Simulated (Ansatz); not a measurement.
A run of Ansatz 0.2.0 is set up as follows.

File input:

```
crystal:
  lattice:
    - [-2.3713723045, 2.3713723045, 1.3292653899]
    - [2.3713723045, -2.3713723045, 1.3292653899]
    - [2.3713723045, 2.3713723045, -1.3292653899]
  atoms:
    - { symbol: Si, position: [0.5, 0.5, 0.0] }
    - { symbol: Si, position: [0.25, 0.75, 0.5] }
hamiltonian:
  xc: b3lyp
  pseudopotentials: { kind: paw }
kpoints:
  mp_grid: { grid: [6, 6, 6] }
scf:
  occupations: { method: fermi_dirac, width: 0.05 }
output:
  forces: true
  stress: true
  eigenvalues: true
  write_density: true
  write_potential: true
  elf: true
  volumetric_format: npy
```

(1) What does it give for the pressure?

(2) Predict the band gap on the k mesh.

Answers

(1) 6.7 GPa.

(2) none (metal or under the smearing width).

Caveat: the k mesh is coarse (spacing up to 0.45 Å⁻¹), so the values aren't converged, least of all with exact exchange; the PAW data sets come from PBE, with cores solved anew for the run's functional, which leaves a small shift of forces and pressure; the thresholds are loose for stress.
